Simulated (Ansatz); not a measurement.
NiO: what a change does to the field gradients

Base: a structure deposited in the COD, whose atoms a relaxation with PBE at fixed cell left in place.

```
CELL_PARAMETERS angstrom
0.00000 2.09503 2.09503
2.09503 0.00000 2.09503
2.09503 2.09503 0.00000
ATOMIC_POSITIONS crystal
Ni 0.00000 0.00000 0.00000
O 0.50000 0.50000 0.50000
```

Sites (sets of like atoms) are named by element and the number of their first atom in this list.

Computed with Ansatz: DFT, PBE, plane waves and PAW, scalar-relativistic, collinear spin, 420 eV cutoff, Γ-centred 19×19×19 k-points, Fermi–Dirac smearing 0.05 eV. Start moments as typed (μB): 2 on each Ni, none on the rest.

Gradients in 10²¹ V/m²:

```csv
site,atoms,V_zz base,η base,V_zz variant,η variant
Ni,1,0.00,–,0.12,0.00
O,2,0.00,–,-0.23,0.00
```

**Question.** Which change was made?
A. volume scaled by 0.98, ions relaxed
B. z stretched by 1 %, ions relaxed
C. volume scaled by 1.06, ions relaxed
D. z compressed by 1 %, ions relaxed

**Answer.** B. The largest change of V_zz is on O, from 0.00 to -0.23.

Semilocal functionals can leave a metal where correlation in the d or f shell opens a gap in the real compound, and that would change the values at and beside Ni. Measured NiO orders antiferromagnetically, but in this run all moments are parallel, as the start or the cell imposes: fields and spin densities carried over to other atoms belong to this order alone, and gaps, moments and gradients can differ too.
For the variant: The run finds no gap above 0.1 eV (a metal, or nearly one), so the gradients can move by 10 % or more with the k-mesh. With these PAW files V_zz is typically within 2 to 3 % of all-electron values, but misses above 10 % occur on Ni.
